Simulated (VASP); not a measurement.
Write the native input for VASP 6.6.1 that does the following.

```yaml
Task: single point
Functional: PBE
Potentials_or_basis: VASP PAW PBE potentials, release 64 (Li_sv, Se)
Cutoff: 520 eV
k_mesh: 9 × 9 × 7
Occupations: fermi-dirac, width 0.05 eV
Spin: no spin polarisation
Further_INCAR_settings: ALGO = Normal; EDIFF = 1e-07; NBANDS = 12
```

The structure of LiSe lies in POSCAR:

```
LiSe
1.0
    3.0645700000      0.0000000000      0.0000000000
    0.0000000000      3.0645700000      0.0000000000
    0.0000000000      0.0000000000      3.7862500000
Li Se
1 1
Direct
    0.4953930000      0.4943800000     -0.0030340000
    0.0064060000      0.0044210000      0.5009280000
```

The cell was built by a generator and needn't be a form met in nature.

The cell isn't the ideal one: atoms moved at random, drawn with an rms of 0.05 Å.

These files were run (other wordings do the same):

INCAR

```
SYSTEM = LiSe
PREC = Accurate ; ENCUT = 520
EDIFF = 1E-7 ; ISMEAR = -1
SIGMA = 0.05 ; LREAL = .False.
LASPH = .True. ; NELM = 80
ALGO = Normal ; ISIF = 2
LWAVE = .False. ; LCHARG = .False.
GGA = PE ; NBANDS = 12
```

KPOINTS

```
Automatic mesh
0
Gamma
  9 9 7
  0 0 0
```

Potentials or basis: VASP PAW PBE potentials, release 64 (Li_sv, Se).

Command:

```sh
$ cat potpaw_PBE.64/Li_sv/POTCAR potpaw_PBE.64/Se/POTCAR > POTCAR
$ mpirun -np 1 vasp_std > vasp.out
```

It gave:

```yaml
Largest_force: 0.021 eV/Å
Band_gap_on_the_k_mesh: none (metal or under the smearing width)
```

Wall time 35 s on 1 thread of Intel(R) Xeon(R) 6975P-C (Granite Rapids), on a shared host, peak memory 0.23 GiB.
